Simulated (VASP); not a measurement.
# GaAs (F-43m) in VASP: further runs, part 2 of 2

VASP 6.6.1. The steps go on from the part before.

## Step 4: Band structure, r2SCAN, spin-orbit coupling, no magnetisation

The input, INCAR:

```
SYSTEM = GaAs
PREC     = Accurate       ! precision mode
ENCUT    = 520            ! plane-wave cutoff, eV
EDIFF    = 1E-6           ! SCF threshold, eV
ISMEAR   = 0              ! smearing method
SIGMA    = 0.02           ! smearing width, eV
LREAL    = .False.        ! projectors in reciprocal space
LASPH    = .True.         ! aspherical terms in the spheres
NELM     = 80             ! most SCF steps
ALGO     = Normal         ! electronic algorithm
ISIF     = 2              ! what is computed and relaxed
LWAVE    = .False.        ! write WAVECAR
LCHARG   = .False.        ! write CHGCAR
MAGMOM   = 0 0 0 0 0 0    ! initial moments
LORBIT   = 11             ! projections on sites
LSORBIT  = .True.         ! spin-orbit coupling
GGA_COMPAT= .False.      
METAGGA  = R2SCAN         ! meta-GGA
LMIXTAU  = .True.       
NBANDS   = 30             ! bands
KPAR     = 2
```

The input, KPOINTS:

```
Automatic mesh
0
Gamma
  6 6 6
  0 0 0
```

The input, POSCAR:

```
GaAs
1.0
    0.0000000000      2.8268500000      2.8268500000
    2.8268500000      0.0000000000      2.8268500000
    2.8268500000      2.8268500000      0.0000000000
As Ga
1 1
Direct
    0.7500000000      0.7500000000      0.7500000000
    0.0000000000      0.0000000000      0.0000000000
```

The input, KPOINTS_OPT:

```
path GXWKGLUWLK,UX
15
line-mode
reciprocal
 0.0000000000  0.0000000000  0.0000000000  G
 0.5000000000  0.0000000000  0.5000000000  X

 0.5000000000  0.0000000000  0.5000000000  X
 0.5000000000  0.2500000000  0.7500000000  W

 0.5000000000  0.2500000000  0.7500000000  W
 0.3750000000  0.3750000000  0.7500000000  K

 0.3750000000  0.3750000000  0.7500000000  K
 0.0000000000  0.0000000000  0.0000000000  G

 0.0000000000  0.0000000000  0.0000000000  G
 0.5000000000  0.5000000000  0.5000000000  L

 0.5000000000  0.5000000000  0.5000000000  L
 0.6250000000  0.2500000000  0.6250000000  U

 0.6250000000  0.2500000000  0.6250000000  U
 0.5000000000  0.2500000000  0.7500000000  W

 0.5000000000  0.2500000000  0.7500000000  W
 0.5000000000  0.5000000000  0.5000000000  L

 0.5000000000  0.5000000000  0.5000000000  L
 0.3750000000  0.3750000000  0.7500000000  K

 0.6250000000  0.2500000000  0.6250000000  U
 0.5000000000  0.0000000000  0.5000000000  X
```

Potentials or basis: VASP PAW PBE potentials, release 64 (As, Ga_d).

Run with:

```console
$ cat potpaw_PBE.64/As/POTCAR potpaw_PBE.64/Ga_d/POTCAR > POTCAR
$ mpirun -np 2 vasp_ncl > vasp.out
```

OUTCAR:

```text
SYSTEM = GaAs
   PREC = Accurate
   ENCUT = 520
   EDIFF = 1E-6
   ISMEAR = 0
   LREAL = .False.
   LASPH = .True.
   NELM = 80
   ISIF = 2
   LORBIT = 11
   LSORBIT = .True.
   METAGGA = R2SCAN

 ion  position               nearest neighbor table
   1  0.750  0.750  0.750-   2 2.45   2 2.45   2 2.45   2 2.45
   2  0.000  0.000  0.000-   1 2.45   1 2.45   1 2.45   1 2.45

  LATTYP: Found a face centered cubic cell.
 ALAT       =     5.6537000000

  Lattice vectors:

 A1 = (   0.0000000000,   2.8268500000,   2.8268500000)
 A2 = (   2.8268500000,   0.0000000000,   2.8268500000)
 A3 = (   2.8268500000,   2.8268500000,   0.0000000000)

Analysis of symmetry for initial positions (statically):
=====================================================================
 Subroutine PRICEL returns:
 Original cell was already a primitive cell.

 Routine SETGRP: Setting up the symmetry group for a
 face centered cubic supercell.

 Subroutine GETGRP returns: Found 24 space group operations
 (whereof 24 operations were pure point group operations)
 out of a pool of 48 trial point group operations.

The static configuration has the point symmetry T_d .

Analysis of symmetry for dynamics (positions and initial velocities):
=====================================================================
 Subroutine PRICEL returns:
 Original cell was already a primitive cell.

 Routine SETGRP: Setting up the symmetry group for a
 face centered cubic supercell.

 Subroutine GETGRP returns: Found 24 space group operations
 (whereof 24 operations were pure point group operations)
 out of a pool of 48 trial point group operations.

The dynamic configuration has the point symmetry T_d .

Analysis of structural, dynamic, and magnetic symmetry:
[... 916 lines left out ...]
 -----------------------------------------------------------------------------------
      4.24027      4.24027      4.24027        -0.000000     -0.000000      0.000000
      0.00000      0.00000      0.00000         0.000000      0.000000      0.000000
 -----------------------------------------------------------------------------------
    total drift:                                0.000002      0.000002      0.000002

  FREE ENERGIE OF THE ION-ELECTRON SYSTEM (eV)
  ---------------------------------------------------
  free  energy   TOTEN  =       -27.0522764626 eV

  energy  without entropy=      -27.0522764626  energy(sigma->0) =      -27.05227646

 Spin-Orbit-Coupling matrix elements

 Ion:    1  E_soc:     -0.0226934
 l=   1
     0.0000000    -0.0037745    -0.0037745
    -0.0037745     0.0000000    -0.0037745
    -0.0037745    -0.0037745     0.0000000
 l=   2
     0.0000000    -0.0000040     0.0000000    -0.0000040    -0.0000037
    -0.0000040     0.0000000    -0.0000028    -0.0000040    -0.0000009
     0.0000000    -0.0000028     0.0000000    -0.0000028     0.0000000
    -0.0000040    -0.0000040    -0.0000028     0.0000000    -0.0000009
    -0.0000037    -0.0000009     0.0000000    -0.0000009     0.0000000
 l=   3
     0.0000000     0.0000000     0.0000000     0.0000000     0.0000000     0.0000000     0.0000000
     0.0000000     0.0000000     0.0000000     0.0000000     0.0000000     0.0000000     0.0000000
     0.0000000     0.0000000     0.0000000     0.0000000     0.0000000     0.0000000     0.0000000
     0.0000000     0.0000000     0.0000000     0.0000000     0.0000000     0.0000000     0.0000000
     0.0000000     0.0000000     0.0000000     0.0000000     0.0000000     0.0000000     0.0000000
     0.0000000     0.0000000     0.0000000     0.0000000     0.0000000     0.0000000     0.0000000
     0.0000000     0.0000000     0.0000000     0.0000000     0.0000000     0.0000000     0.0000000

 Ion:    2  E_soc:     -0.0113847
 l=   1
     0.0000000    -0.0010910    -0.0010910
    -0.0010910     0.0000000    -0.0010910
    -0.0010910    -0.0010910     0.0000000
 l=   2
     0.0000000    -0.0001615     0.0000000    -0.0001615    -0.0006449
    -0.0001615     0.0000000    -0.0004837    -0.0001615    -0.0001612
     0.0000000    -0.0004837     0.0000000    -0.0004837     0.0000000
    -0.0001615    -0.0001615    -0.0004837     0.0000000    -0.0001612
    -0.0006449    -0.0001612     0.0000000    -0.0001612     0.0000000
 l=   3
     0.0000000     0.0000000     0.0000000     0.0000000     0.0000000     0.0000000     0.0000000
     0.0000000     0.0000000     0.0000000     0.0000000     0.0000000     0.0000000     0.0000000
     0.0000000     0.0000000     0.0000000     0.0000000     0.0000000     0.0000000     0.0000000
     0.0000000     0.0000000     0.0000000     0.0000000     0.0000000     0.0000000     0.0000000
     0.0000000     0.0000000     0.0000000     0.0000000     0.0000000     0.0000000     0.0000000
     0.0000000     0.0000000     0.0000000     0.0000000     0.0000000     0.0000000     0.0000000
     0.0000000     0.0000000     0.0000000     0.0000000     0.0000000     0.0000000     0.0000000

 total charge

# of ion       s       p       d       tot
------------------------------------------
    1        1.201   1.645   0.032   2.878
    2        0.845   0.797   9.999  11.641
--------------------------------------------------
tot          2.045   2.442  10.032  14.519

 magnetization (x)

# of ion       s       p       d       tot
------------------------------------------
    1        0.000  -0.000  -0.000  -0.000
    2       -0.000  -0.000  -0.000  -0.000
--------------------------------------------------
tot         -0.000  -0.000  -0.000  -0.000

 magnetization (y)

# of ion       s       p       d       tot
------------------------------------------
    1        0.000  -0.000  -0.000  -0.000
    2       -0.000  -0.000  -0.000  -0.000
--------------------------------------------------
tot         -0.000  -0.000  -0.000  -0.000

 magnetization (z)

# of ion       s       p       d       tot
------------------------------------------
    1       -0.000   0.000  -0.000   0.000
    2       -0.000  -0.000   0.000  -0.000
--------------------------------------------------
tot         -0.000  -0.000  -0.000  -0.000
```

OSZICAR:

```text
N       E                     dE             d eps       ncg     rms          rms(c)
DAV:   1     0.113018016879E+03    0.11302E+03   -0.86452E+03  1460   0.174E+03
DAV:   2    -0.116305459266E+02   -0.12465E+03   -0.11741E+03  1398   0.451E+02
DAV:   3    -0.285531155593E+02   -0.16923E+02   -0.16720E+02  1548   0.118E+02
DAV:   4    -0.291243068870E+02   -0.57119E+00   -0.57006E+00  1594   0.234E+01
DAV:   5    -0.291334399319E+02   -0.91330E-02   -0.91322E-02  1448   0.292E+00    0.319E+00
DAV:   6    -0.270046469057E+02    0.21288E+01   -0.54116E-01  1756   0.152E+01    0.193E+00
DAV:   7    -0.270021668090E+02    0.24801E-02   -0.29663E-01  1432   0.670E+00    0.873E-01
DAV:   8    -0.270231105240E+02   -0.20944E-01   -0.14200E-01  1338   0.488E+00    0.382E-01
DAV:   9    -0.268414066372E+02    0.18170E+00   -0.24549E-01  1332   0.452E+00    0.295E-01
DAV:  10    -0.269364647621E+02   -0.95058E-01   -0.90355E-02  1320   0.277E+00    0.971E-02
[... 57 further cycles ...]
DAV:   7    -0.285554201663E+04   -0.10352E-03     1598
DAV:   8    -0.285554201739E+04   -0.76208E-06     1340
       N       E                     dE             ncg
DAV:   1     0.260381305189E+04   -0.11150E+05     1178
DAV:   2     0.301782069126E+03   -0.23020E+04     1144
DAV:   3    -0.678416335433E+01   -0.30857E+03     1340
DAV:   4    -0.164421702901E+02   -0.96580E+01     1284
DAV:   5    -0.165989462934E+02   -0.15678E+00     1238
DAV:   6    -0.166057772982E+02   -0.68310E-02     1608
DAV:   7    -0.166058915370E+02   -0.11424E-03     1380
DAV:   8    -0.166058921882E+02   -0.65116E-06     1122
```

Run time: 7.4 min. Hardware: 2 MPI ranks of Intel Xeon 6975P-C (Granite Rapids), shared host; peak memory 0.36 GiB.

Results:

| Item | Value |
| --- | --- |
| Free energy | -27.0523 eV |
| Pressure | 0.6 GPa |
| Valence electrons inside the program's atomic spheres | As 2.88; Ga 11.64 |

Caveat: the PAW data sets were made with another functional, which shifts forces and pressure a little.

## Step 5: Band structure, TB-mBJ, spin-orbit coupling, no magnetisation

POSCAR is that of step 4.

The input, INCAR.step1:

```
SYSTEM = GaAs
PREC     = Accurate       ! precision mode
ENCUT    = 520            ! plane-wave cutoff, eV
EDIFF    = 1E-5           ! SCF threshold, eV
ISMEAR   = 0              ! smearing method
SIGMA    = 0.02           ! smearing width, eV
LREAL    = .False.        ! projectors in reciprocal space
LASPH    = .True.         ! aspherical terms in the spheres
NELM     = 80             ! most SCF steps
ALGO     = Normal         ! electronic algorithm
ISIF     = 2              ! what is computed and relaxed
LWAVE    = .True.         ! write WAVECAR
LCHARG   = .False.        ! write CHGCAR
MAGMOM   = 0 0 0 0 0 0    ! initial moments
LORBIT   = 11             ! projections on sites
LSORBIT  = .True.         ! spin-orbit coupling
GGA_COMPAT= .False.      
NBANDS   = 30             ! bands
GGA      = PE             ! functional
KPAR     = 2
```

The input, INCAR.step2:

```
SYSTEM = GaAs
PREC     = Accurate       ! precision mode
ENCUT    = 520            ! plane-wave cutoff, eV
EDIFF    = 1E-6           ! SCF threshold, eV
ISMEAR   = 0              ! smearing method
SIGMA    = 0.02           ! smearing width, eV
LREAL    = .False.        ! projectors in reciprocal space
LASPH    = .True.         ! aspherical terms in the spheres
NELM     = 80             ! most SCF steps
ALGO     = Normal         ! electronic algorithm
ISIF     = 2              ! what is computed and relaxed
LWAVE    = .False.        ! write WAVECAR
LCHARG   = .False.        ! write CHGCAR
MAGMOM   = 0 0 0 0 0 0    ! initial moments
LORBIT   = 11             ! projections on sites
LSORBIT  = .True.         ! spin-orbit coupling
GGA_COMPAT= .False.      
METAGGA  = MBJ            ! meta-GGA
NBANDS   = 30             ! bands
ISTART   = 1            
KPAR     = 2
```

KPOINTS is that of step 4.

KPOINTS_OPT is that of step 4.

Potentials or basis: VASP PAW PBE potentials, release 64 (As, Ga_d).

Run with:

```console
$ cat potpaw_PBE.64/As/POTCAR potpaw_PBE.64/Ga_d/POTCAR > POTCAR
$ cp INCAR.step1 INCAR
$ mpirun -np 2 vasp_ncl > vasp.out
$ cp INCAR.step2 INCAR
$ mpirun -np 2 vasp_ncl > vasp.out
```

OUTCAR:

```text
SYSTEM = GaAs
   PREC = Accurate
   ENCUT = 520
   EDIFF = 1E-6
   ISMEAR = 0
   LREAL = .False.
   LASPH = .True.
   NELM = 80
   ISIF = 2
   LORBIT = 11
   LSORBIT = .True.
   METAGGA = MBJ
   ISTART = 1

 ion  position               nearest neighbor table
   1  0.750  0.750  0.750-   2 2.45   2 2.45   2 2.45   2 2.45
   2  0.000  0.000  0.000-   1 2.45   1 2.45   1 2.45   1 2.45

  LATTYP: Found a face centered cubic cell.
 ALAT       =     5.6537000000

  Lattice vectors:

 A1 = (   0.0000000000,   2.8268500000,   2.8268500000)
 A2 = (   2.8268500000,   0.0000000000,   2.8268500000)
 A3 = (   2.8268500000,   2.8268500000,   0.0000000000)

Analysis of symmetry for initial positions (statically):
=====================================================================
 Subroutine PRICEL returns:
 Original cell was already a primitive cell.

 Routine SETGRP: Setting up the symmetry group for a
 face centered cubic supercell.

 Subroutine GETGRP returns: Found 24 space group operations
 (whereof 24 operations were pure point group operations)
 out of a pool of 48 trial point group operations.

The static configuration has the point symmetry T_d .

Analysis of symmetry for dynamics (positions and initial velocities):
=====================================================================
 Subroutine PRICEL returns:
 Original cell was already a primitive cell.

 Routine SETGRP: Setting up the symmetry group for a
 face centered cubic supercell.

 Subroutine GETGRP returns: Found 24 space group operations
 (whereof 24 operations were pure point group operations)
 out of a pool of 48 trial point group operations.

The dynamic configuration has the point symmetry T_d .

Analysis of structural, dynamic, and magnetic symmetry:
=====================================================================
[... 916 lines left out ...]
      4.24027      4.24027      4.24027         0.000000     -0.000000      0.000000
      0.00000      0.00000      0.00000        -0.000000      0.000000     -0.000000
 -----------------------------------------------------------------------------------
    total drift:                               -0.000002     -0.000002     -0.000001

  FREE ENERGIE OF THE ION-ELECTRON SYSTEM (eV)
  ---------------------------------------------------
  free  energy   TOTEN  =       220.5110044358 eV

  energy  without entropy=      220.5110044358  energy(sigma->0) =      220.51100444

 Spin-Orbit-Coupling matrix elements

 Ion:    1  E_soc:     -0.0218539
 l=   1
     0.0000000    -0.0036339    -0.0036339
    -0.0036339     0.0000000    -0.0036339
    -0.0036339    -0.0036339     0.0000000
 l=   2
     0.0000000    -0.0000046     0.0000000    -0.0000046    -0.0000038
    -0.0000046     0.0000000    -0.0000028    -0.0000046    -0.0000009
     0.0000000    -0.0000028     0.0000000    -0.0000028     0.0000000
    -0.0000046    -0.0000046    -0.0000028     0.0000000    -0.0000009
    -0.0000038    -0.0000009     0.0000000    -0.0000009     0.0000000
 l=   3
     0.0000000     0.0000000     0.0000000     0.0000000     0.0000000     0.0000000     0.0000000
     0.0000000     0.0000000     0.0000000     0.0000000     0.0000000     0.0000000     0.0000000
     0.0000000     0.0000000     0.0000000     0.0000000     0.0000000     0.0000000     0.0000000
     0.0000000     0.0000000     0.0000000     0.0000000     0.0000000     0.0000000     0.0000000
     0.0000000     0.0000000     0.0000000     0.0000000     0.0000000     0.0000000     0.0000000
     0.0000000     0.0000000     0.0000000     0.0000000     0.0000000     0.0000000     0.0000000
     0.0000000     0.0000000     0.0000000     0.0000000     0.0000000     0.0000000     0.0000000

 Ion:    2  E_soc:     -0.0110965
 l=   1
     0.0000000    -0.0010636    -0.0010636
    -0.0010636     0.0000000    -0.0010636
    -0.0010636    -0.0010636     0.0000000
 l=   2
     0.0000000    -0.0001578     0.0000000    -0.0001578    -0.0006279
    -0.0001578     0.0000000    -0.0004710    -0.0001578    -0.0001570
     0.0000000    -0.0004710     0.0000000    -0.0004710     0.0000000
    -0.0001578    -0.0001578    -0.0004710     0.0000000    -0.0001570
    -0.0006279    -0.0001570     0.0000000    -0.0001570     0.0000000
 l=   3
     0.0000000     0.0000000     0.0000000     0.0000000     0.0000000     0.0000000     0.0000000
     0.0000000     0.0000000     0.0000000     0.0000000     0.0000000     0.0000000     0.0000000
     0.0000000     0.0000000     0.0000000     0.0000000     0.0000000     0.0000000     0.0000000
     0.0000000     0.0000000     0.0000000     0.0000000     0.0000000     0.0000000     0.0000000
     0.0000000     0.0000000     0.0000000     0.0000000     0.0000000     0.0000000     0.0000000
     0.0000000     0.0000000     0.0000000     0.0000000     0.0000000     0.0000000     0.0000000
     0.0000000     0.0000000     0.0000000     0.0000000     0.0000000     0.0000000     0.0000000

 total charge

# of ion       s       p       d       tot
------------------------------------------
    1        1.227   1.695   0.035   2.957
    2        0.757   0.671  10.002  11.430
--------------------------------------------------
tot          1.985   2.366  10.036  14.387

 magnetization (x)

# of ion       s       p       d       tot
------------------------------------------
    1        0.000  -0.000   0.000  -0.000
    2        0.000   0.000   0.000   0.000
--------------------------------------------------
tot          0.000  -0.000   0.000   0.000

 magnetization (y)

# of ion       s       p       d       tot
------------------------------------------
    1        0.000  -0.000   0.000  -0.000
    2       -0.000   0.000   0.000  -0.000
--------------------------------------------------
tot         -0.000  -0.000   0.000  -0.000

 magnetization (z)

# of ion       s       p       d       tot
------------------------------------------
    1       -0.000  -0.000  -0.000  -0.000
    2        0.000   0.000   0.000   0.000
--------------------------------------------------
tot          0.000   0.000  -0.000   0.000
```

It took 3.2 min on 2 MPI ranks of Intel Xeon 6975P-C (Granite Rapids), shared host; peak memory 0.35 GiB.

Results:

```yaml
Valence_electrons_inside_the_program's_atomic_spheres: As 2.96; Ga 11.43
```

Caveat: the PAW data sets were made with another functional, which shifts forces and pressure a little.

## Step 6: Summary

```tsv
level	potentials or basis	pressure (GPa)
PBE	VASP PAW PBE potentials, release 64 (As, Ga_d)	3.5
LDA	VASP PAW LDA potentials, release 64 (As, Ga_d)	-1.6
r2SCAN	VASP PAW PBE potentials, release 64 (As, Ga_d)	0.6
TB-mBJ	VASP PAW PBE potentials, release 64 (As, Ga_d)	-
```

Alike in all rows: task band structure; spin SOC, no magnetisation; cell as given; k mesh 6 × 6 × 6; cutoff (eV) 520; smearing gaussian 0.02 eV.

Caveats: the PAW data sets were made with another functional, which shifts forces and pressure a little (some runs).

Total energies depend on the potentials used, so only differences within one code and one set of settings carry meaning.
